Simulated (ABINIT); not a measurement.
ZnAu:

```
CELL_PARAMETERS angstrom
3.14700 0.00000 0.00000
0.00000 3.14700 0.00000
0.00000 0.00000 3.14700
ATOMIC_POSITIONS crystal
Au 0.00000 0.00000 0.00000
Zn 0.50000 0.50000 0.50000
```

Base run:

- Program: ABINIT 10.8.3 (patched build)
- Functional: LDA-PZ
- Potentials or basis: PseudoDojo NC SR LDA v0.4 stringent
- Cutoff: 980 eV
- k mesh: 6 × 6 × 6
- Occupations: fermi-dirac, width 0.05 eV
- Spin: no spin polarisation

Its results: band gap on the k mesh none (metal or under the smearing width); pressure -9.1 GPa.

**Question.** The run is repeated on the same cell with these changes: functional from LDA-PZ to PBE; potentials or basis from PseudoDojo NC SR LDA v0.4 stringent to Ansatz PAW PBE default generated set, frozen core; cutoff from 980 eV to 381 eV; valence electrons from 39 to 31. What comes out?

**Answer.** Band gap on the k mesh none (metal or under the smearing width); pressure 4.9 GPa.

Caveats: the atomic spheres overlap (some runs).
